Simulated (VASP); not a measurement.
# InH2 (P4_2/mnm) in VASP: density of states with PBE

Aim: the density of states of InH2 with PBE.

All numbers are computed with VASP 6.6.1; they aren't measurements. Logs are shortened: lines on timing, memory, paths and dates and some standing lists are left out, and cuts for length are marked.

### Step 1. The crystal as given

Symmetry: P4_2/mnm, No. 136, tetragonal system. Conventional cell: a = 4.660 Å, b = 4.660 Å, c = 3.137 Å, α = 90.00°, β = 90.00°, γ = 90.00°. In (site symmetry mmm) is surrounded by 6 H at 2.01 to 2.03 Å. H (site symmetry m2m) has 3 In at 2.01 to 2.03 Å as nearest neighbours.

The cell was built by a generator and needn't be a form met in nature.

### Step 2. Density of states, PBE

Contents of POSCAR:

```
InH2
1.0
    4.6602890000      0.0000000000      0.0000000000
    0.0000000000      4.6602890000      0.0000000000
    0.0000000000      0.0000000000      3.1365650000
In H
2 4
Direct
    0.0000000000      0.0000000000      0.0000000000
    0.5000000000      0.5000000000      0.5000000000
    0.3053000000      0.3053000000      0.0000000000
    0.1947000000      0.8053000000      0.5000000000
    0.6947000000      0.6947000000      0.0000000000
    0.8053000000      0.1947000000      0.5000000000
```

Contents of INCAR.step1:

```
PREC = Accurate ; ENCUT = 520
EDIFF = 1E-6 ; ISMEAR = 1
SIGMA = 0.062 ; LREAL = False
LASPH = True ; NELM = 60
ALGO = Fast ; ISIF = 2
LWAVE = False ; LCHARG = True
GGA = PE ; NBANDS = 24
```

Contents of KPOINTS.step1:

```
Automatic mesh
0
Gamma
  6 6 8
```

Contents of INCAR.step2:

```
PREC = Accurate ; ENCUT = 520
EDIFF = 1E-6 ; ISMEAR = -5
SIGMA = 0.062 ; LREAL = False
LASPH = True ; NELM = 60
ALGO = Fast ; ISIF = 2
LWAVE = False ; LCHARG = False
GGA = PE ; LORBIT = 10
NBANDS = 24 ; NEDOS = 2001
ICHARG = 11
```

Contents of KPOINTS.step2:

```
Automatic mesh
0
Gamma
  9 9 12
```

Potentials or basis: VASP PAW PBE potentials, release 64 (In_d, H).

The run is started by

```bash
$ cat potpaw_PBE.64/In_d/POTCAR potpaw_PBE.64/H/POTCAR > POTCAR
$ cp INCAR.step1 INCAR
$ cp KPOINTS.step1 KPOINTS
$ mpirun -np 1 vasp_std > vasp.out
$ cp INCAR.step2 INCAR
$ cp KPOINTS.step2 KPOINTS
$ mpirun -np 1 vasp_std > vasp.out
```

OUTCAR:

```text
PREC = Accurate
   ENCUT = 520
   EDIFF = 1E-6
   ISMEAR = -5
   LREAL = False
   LASPH = True
   NELM = 60
   ISIF = 2
   GGA = PE
   LORBIT = 10
   ICHARG = 11

 ion  position               nearest neighbor table
   1  0.000  0.000  0.000-   3 2.01   5 2.01   4 2.03   6 2.03   4 2.03   6 2.03   2 3.65   2 3.65
                             2 3.65   2 3.65   2 3.65   2 3.65   2 3.65   2 3.65
   2  0.500  0.500  0.500-   4 2.01   6 2.01   5 2.03   3 2.03   3 2.03   5 2.03   1 3.65   1 3.65
                             1 3.65   1 3.65   1 3.65   1 3.65   1 3.65   1 3.65
   3  0.305  0.305  0.000-   1 2.01   2 2.03   2 2.03
   4  0.195  0.805  0.500-   2 2.01   1 2.03   1 2.03
   5  0.695  0.695  0.000-   1 2.01   2 2.03   2 2.03
   6  0.805  0.195  0.500-   2 2.01   1 2.03   1 2.03

  LATTYP: Found a simple tetragonal cell.
 ALAT       =     4.6602890000
 C/A-ratio  =     0.6730408779

  Lattice vectors:

 A1 = (   4.6602890000,   0.0000000000,   0.0000000000)
 A2 = (   0.0000000000,   4.6602890000,   0.0000000000)
 A3 = (   0.0000000000,   0.0000000000,   3.1365650000)

Analysis of symmetry for initial positions (statically):
=====================================================================
 Subroutine PRICEL returns:
 Original cell was already a primitive cell.

 Routine SETGRP: Setting up the symmetry group for a
 simple tetragonal supercell.

 Subroutine GETGRP returns: Found 16 space group operations
 (whereof  8 operations were pure point group operations)
 out of a pool of 16 trial point group operations.

The static configuration has the point symmetry D_2h.
 The point group associated with its full space group is D_4h.

Analysis of symmetry for dynamics (positions and initial velocities):
=====================================================================
 Subroutine PRICEL returns:
 Original cell was already a primitive cell.

 Routine SETGRP: Setting up the symmetry group for a
 simple tetragonal supercell.

 Subroutine GETGRP returns: Found 16 space group operations
 (whereof  8 operations were pure point group operations)
 out of a pool of 16 trial point group operations.

The dynamic configuration has the point symmetry D_2h.
 The point group associated with its full space group is D_4h.

 Subroutine INISYM returns: Found 16 space group operations
 (whereof  8 operations are pure point group operations),
 and found     1 'primitive' translations

----------------------------------------------------------------------------------------

                                     Primitive cell

  volume of cell :      68.1208

  direct lattice vectors                    reciprocal lattice vectors
     4.660289000  0.000000000  0.000000000     0.214578967  0.000000000  0.000000000
     0.000000000  4.660289000  0.000000000     0.000000000  0.214578967  0.000000000
     0.000000000  0.000000000  3.136565000     0.000000000  0.000000000  0.318820111

  length of vectors
     4.660289000  4.660289000  3.136565000     0.214578967  0.214578967  0.318820111

  position of ions in fractional coordinates (direct lattice)
     0.000000000  0.000000000  0.000000000
     0.500000000  0.500000000  0.500000000
     0.305300000  0.305300000  0.000000000
     0.194700000  0.805300000  0.500000000
     0.694700000  0.694700000  0.000000000
     0.805300000  0.194700000  0.500000000

  ion indices of the primitive-cell ions
   primitive index   ion index
                 1           1
                 2           2
                 3           3
                 4           4
                 5           5
                 6           6

----------------------------------------------------------------------------------------

 KPOINTS: Automatic mesh

Automatic generation of k-mesh.
 Grid dimensions read from file:
 generate k-points for:    9    9   12

 Generating k-lattice:

  Cartesian coordinates                     Fractional coordinates (reciprocal lattice)
     0.023842107  0.000000000  0.000000000     0.111111111  0.000000000  0.000000000
     0.000000000  0.023842107  0.000000000     0.000000000  0.111111111  0.000000000
     0.000000000  0.000000000  0.026568343     0.000000000  0.000000000  0.083333333

  Length of vectors
     0.023842107  0.023842107  0.026568343

  Shift w.r.t. Gamma in fractional coordinates (k-lattice)
     0.000000000  0.000000000  0.000000000

 TETIRR: Found   1446 inequivalent tetrahedra from     5832

 Subroutine IBZKPT returns following result:
 ===========================================

 Found    105 irreducible k-points:

 Following reciprocal coordinates:
            Coordinates               Weight
  0.000000  0.000000  0.000000      1.000000
  0.111111  0.000000  0.000000      4.000000
  0.222222  0.000000  0.000000      4.000000
  0.333333  0.000000  0.000000      4.000000
  0.444444  0.000000  0.000000      4.000000
  0.111111  0.111111  0.000000      4.000000
[... 16 lines left out ...]
  0.333333  0.111111  0.083333     16.000000
  0.444444  0.111111  0.083333     16.000000
 [... further k-points ...]
   k-points           NKPTS =    105   k-points in BZ     NKDIM =    105   number of bands    NBANDS=     24
   number of dos      NEDOS =   2001   number of ions     NIONS =      6
   total plane-waves  NPLWV =  31104
   dimension x,y,z NGX =    36 NGY =   36 NGZ =   24
   dimension x,y,z NGXF=    72 NGYF=   72 NGZF=   48
   ions per type =               2   4
   NGX,Y,Z   is equivalent  to a cutoff of  12.84, 12.84, 12.72 a.u.
   NGXF,Y,Z  is equivalent  to a cutoff of  25.68, 25.68, 25.44 a.u.
 SYSTEM =  unknown system
   PREC   = accura    normal or accurate (medium, high low for compatibility)
   ISTART =      0    job   : 0-new  1-cont  2-samecut
   ICHARG =     11    charge: 1-file 2-atom 10-const
   ISPIN  =      1    spin polarized calculation?
   LNONCOLLINEAR =      F non collinear calculations
   LSORBIT =      F    spin-orbit coupling
   LASPH  =      T    aspherical Exc in radial PAW
   ENCUT  =  520.0 eV  38.22 Ry    6.18 a.u.   8.67  8.67  5.83*2*pi/ulx,y,z
   NELM   =     60;   NELMIN=  2; NELMDL=  0     # of ELM steps
   EDIFF  = 0.1E-05   stopping-criterion for ELM
   LREAL  =      F    real-space projection
   EDIFFG = 0.1E-04   stopping-criterion for IOM
   NSW    =      0    number of steps for IOM
   IBRION =     -1    ionic relax: 0-MD 1-quasi-New 2-CG
   NFREE  =      0    steps in history (QN), initial steepest desc. (CG)
   ISIF   =      2    stress and relaxation
   ISYM   =      2    0-nonsym 1-usesym 2-fastsym
   POTIM  = 0.5000    time-step for ionic-motion
   TEBEG  =    0.0;   TEEND  =   0.0 temperature during run
   PSTRESS=    0.0 pullay stress
   NELECT =      30.0000    total number of electrons
   NUPDOWN=      -1.0000    fix difference up-down
   EMIN   =  10.00;   EMAX   =-10.00  energy-range for DOS
   EFERMI =   0.00;   METHOD = LEGACY
   ISMEAR =    -5;   SIGMA  =   0.06  broadening in eV -4-tet -1-fermi 0-gaus
   EFERMI_NEDOS =   21; number of points for ismear=-14 and -15
   IALGO  =     68    algorithm
   IMIX   =      4    mixing-type and parameters
     AMIX     =   0.40;   BMIX     =  1.00
     AMIX_MAG =   1.60;   BMIX_MAG =  1.00
  volume/ion in A,a.u.               =      11.35        76.62
  Fermi-wavevector in a.u.,A,eV,Ry     =   1.245533  2.353716 21.107433  1.551353
  Thomas-Fermi vector in A             =   2.379751
   LORBIT       =     10    0 simple, 1 ext, 2 COOP (PROOUT), +10 PAW based schemes
   GGA     = PE    functional components
   LHFCALC =     F    Hartree Fock is set to
   AEXX    =    0.0000 exact exchange contribution
   IVDW    =     0    specifies the selected vdW correction
   LEPSILON=     F    determine dielectric tensor
   LRPA    =     F    only Hartree local field effects (RPA)
 non-spin polarized calculation
 RMM-DIIS sequential band-by-band and
 Fermi weights with tetrahedron method with Bloechl corrections
  energy-cutoff  :      520.00
  volume of cell :       68.12
 maximum number of plane-waves:      1867
 NGX is ok and might be reduce to    36

 number of electron      29.9999989 magnetization

 Free energy of the ion-electron system (eV)
  ---------------------------------------------------
  ext. energy  EPLUGINS =         0.00000000
  ---------------------------------------------------
  free energy    TOTEN  =       -15.69225960 eV

  energy without entropy =      -15.69225960  energy(sigma->0) =      -15.69225960

 E-fermi :   6.4941     XC(G=0):  -9.7825

 val. band max:        6.5927423903   @ k =   0.0000   0.0000   0.0000
 cond. band min:       6.3896395233   @ k =   0.2222   0.0000   0.4167
 fundamental gap:     -0.2031028670
 Fermi energy:         6.4941208941

 k-point     1 :       0.0000    0.0000    0.0000
  band No.  band energies     occupation
      1      -9.1275      2.00000
      2      -8.8721      2.00000
      3      -8.7997      2.00000
      4      -8.6522      2.00000
      5      -8.5393      2.00000
      6      -8.5393      2.00000
[... 16 lines left out ...]
     23      15.2546      0.00000
     24      15.9508      0.00000

 k-point     2 :       0.1111    0.0000    0.0000
  band No.  band energies     occupation
      1      -9.1180      2.00000
      2      -8.8775      2.00000
      3      -8.7935      2.00000
      4      -8.6453      2.00000
      5      -8.5373      2.00000
      6      -8.5371      2.00000
[... 16 lines left out ...]
     23      15.6890      0.00000
     24      15.8238      0.00000
[... 565 lines left out ...]
     23      16.2359      0.00000
     24      17.1249      0.00000

 k-point    24 :       0.4444    0.1111    0.0833
  band No.  band energies     occupation
      1      -8.9688      2.00000
      2      -8.9252      2.00000
      3      -8.6996      2.00000
      4      -8.6548      2.00000
      5      -8.5625      2.00000
      6      -8.5445      2.00000
[... 16 lines left out ...]
     23      15.9678      0.00000
     24      16.8374      0.00000

 [... further k-points ...]

------------------------ aborting loop because EDIFF is reached ----------------------------------------

  FORCE on cell =-STRESS in cart. coord.  units (eV):
  Direction    XX          YY          ZZ          XY          YZ          ZX
  --------------------------------------------------------------------------------------
  -------------------------------------------------------------------------------------
  Total        4.5463518      4.5463518      8.0401081      0.0000000      0.0000000      0.0000000
  in kB      106.9285379    106.9285379    189.1004148      0.0000000      0.0000000      0.0000000
  external PRESSURE =     134.3191636 kB  Pullay stress =       0.0000000 kB

 VOLUME and BASIS-vectors are now :
 -----------------------------------------------------------------------------
  energy-cutoff  :      520.00
  volume of cell :       68.12
      direct lattice vectors                 reciprocal lattice vectors
     4.660289000  0.000000000  0.000000000     0.214578967  0.000000000  0.000000000
     0.000000000  4.660289000  0.000000000     0.000000000  0.214578967  0.000000000
     0.000000000  0.000000000  3.136565000     0.000000000  0.000000000  0.318820111

 POSITION                                       TOTAL-FORCE (eV/Angst)
 -----------------------------------------------------------------------------------
      0.00000      0.00000      0.00000         0.000000      0.000000      0.000000
      2.33014      2.33014      1.56828         0.000000      0.000000      0.000000
      1.42279      1.42279      0.00000        -0.271382     -0.271382      0.000000
      0.90736      3.75293      1.56828         0.271382     -0.271382      0.000000
      3.23750      3.23750      0.00000         0.271382      0.271382      0.000000
      3.75293      0.90736      1.56828        -0.271382      0.271382      0.000000
 -----------------------------------------------------------------------------------
    total drift:                                0.000000      0.000000      0.000000

  FREE ENERGIE OF THE ION-ELECTRON SYSTEM (eV)
  ---------------------------------------------------
  free  energy   TOTEN  =       -15.6922595977 eV

  energy  without entropy=      -15.6922595977  energy(sigma->0) =      -15.69225960

 total charge

# of ion       s       p       d       tot
------------------------------------------
    1        0.974   0.623   9.911  11.508
    2        0.974   0.623   9.911  11.508
    3        0.517   0.013   0.000   0.530
    4        0.517   0.013   0.000   0.530
    5        0.517   0.013   0.000   0.530
    6        0.517   0.013   0.000   0.530
--------------------------------------------------
tot          4.017   1.299  19.821  25.137
```

Wall time 5.6 min (1 thread of Intel Xeon Platinum 8175M at 2.50GHz (Skylake/Cascade Lake), shared host); peak memory 0.26 GiB.

Results:

| Property | Result |
| --- | --- |
| Valence electrons inside the program's atomic spheres | In 11.51; H 0.53 |

Levels at points of the mesh, in eV from the Fermi level:
```csv
k point,band 13,band 14,band 15,band 16,band 17,band 18
"(0.00, 0.00, 0.00)",-6.02,-5.26,0.10,2.08,3.55,3.55
"(0.00, 0.00, 0.50)",-3.50,-3.50,-1.22,-1.22,2.15,2.15
```

States per cell in windows of 1 eV (zero at the Fermi level; states under -8 eV left out):
| from (eV) | total | In1_p | In2_p | In1_s | In2_s | H3_s | H4_s |
| --- | --- | --- | --- | --- | --- | --- | --- |
| -8.0 | 0.96 | 0.06 | 0.06 | 0.10 | 0.10 | 0.05 | 0.05 |
| -7.0 | 1.02 | 0.09 | 0.09 | 0.04 | 0.04 | 0.06 | 0.06 |
| -6.0 | 0.98 | 0.08 | 0.08 | 0.03 | 0.03 | 0.06 | 0.06 |
| -5.0 | 2.10 | 0.13 | 0.13 | 0.10 | 0.10 | 0.14 | 0.14 |
| -4.0 | 0.65 | 0.04 | 0.04 | 0.02 | 0.02 | 0.05 | 0.05 |
| -3.0 | 0.18 | 0.01 | 0.01 | 0.04 | 0.04 | 0.00 | 0.00 |
| -2.0 | 0.69 | 0.05 | 0.05 | 0.12 | 0.12 | 0.02 | 0.02 |
| -1.0 | 1.15 | 0.09 | 0.09 | 0.16 | 0.16 | 0.03 | 0.03 |
| 0.0 | 1.00 | 0.10 | 0.10 | 0.10 | 0.10 | 0.02 | 0.02 |
| 1.0 | 1.34 | 0.18 | 0.18 | 0.06 | 0.06 | 0.02 | 0.02 |
| 2.0 | 1.85 | 0.22 | 0.22 | 0.05 | 0.05 | 0.03 | 0.03 |
| 3.0 | 1.87 | 0.20 | 0.20 | 0.04 | 0.04 | 0.04 | 0.04 |
| 4.0 | 1.66 | 0.19 | 0.19 | 0.03 | 0.03 | 0.04 | 0.04 |
| 5.0 | 1.59 | 0.19 | 0.19 | 0.03 | 0.03 | 0.04 | 0.04 |
| 6.0 | 1.55 | 0.15 | 0.15 | 0.03 | 0.03 | 0.03 | 0.03 |
| 7.0 | 2.04 | 0.19 | 0.19 | 0.04 | 0.04 | 0.05 | 0.05 |

Caveat: tetrahedron occupations give inexact forces and stress in metals.
